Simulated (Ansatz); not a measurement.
Trial structure of Sn5Ge, not yet relaxed:

```cif
data_structure
_symmetry_space_group_name_H-M 'P 1'
_symmetry_Int_Tables_number 1
_cell_length_a 3.3510
_cell_length_b 3.3510
_cell_length_c 14.2170
_cell_angle_alpha 90.000
_cell_angle_beta 90.000
_cell_angle_gamma 90.000
_cell_volume 159.64
loop_
_atom_site_label
_atom_site_type_symbol
_atom_site_fract_x
_atom_site_fract_y
_atom_site_fract_z
_atom_site_occupancy
Sn1 Sn 0.00000 0.00000 0.00000 1
Sn2 Sn 0.50000 0.50000 0.16667 1
Sn3 Sn 0.00000 0.00000 0.33333 1
Sn4 Sn 0.00000 0.00000 0.66667 1
Sn5 Sn 0.50000 0.50000 0.83333 1
Ge1 Ge 0.50000 0.50000 0.50000 1
```

Method: DFT PBE, scalar-relativistic, plane waves, PAW (Ansatz 0.2.0). Settings: cutoff 420 eV, Γ-centred mesh 6×6×2 on the computed 6-atom cell, Gaussian smearing of 0.10 eV; no spin polarisation.

Formation energies are uncorrected and refer to the elements' standard structures at the same level. The references include grey tin.

Task: What does a single point on this coarse mesh give?

Result: The pressure is 0.4 GPa (the mean over three directions, positive in compression), the largest force is 0.54 eV/Å, and the energy is +0.19 eV/atom against the elements. The shortest distance is 3.35 Å.

Task: Is it a good guess?

Result: A fair one: relaxing gains under 0.1 eV/atom (the start's value is from the coarse mesh, so the gain is rough) in 17 ionic steps and ends at +0.10 eV/atom on the finer mesh. The symmetry stays P4/mmm (No. 123). The volume per atom shrinks by 0.7 %, from 26.6 to 26.4 Å³. The shortest distance goes from 3.35 Å (Sn–Ge, Ge–Ge and Sn–Sn) to 3.10 Å (Sn–Ge). The ratio c/a of the conventional cell changes by a factor of 0.90. Conventional cell: a = 3.468 Å, c = 13.189 Å. Around Sn on a site of symmetry 4/mmm lie 12 Sn at 3.38–3.47 Å; around Sn on a site of symmetry 4mm lie 12 Sn at 3.38–3.47 Å; Ge has 8 Sn at 3.10 Å and 4 Ge at 3.47 Å; 1 more site not described.

The last run used a 10×10×4 mesh (in the run's order of axes) for its 6-atom cell and Gaussian smearing of 0.10 eV. The relaxation can't lower the symmetry of the start, and the grade says only how near the guess is to its own end. A structure relaxed within its symmetry needn't be a true minimum.
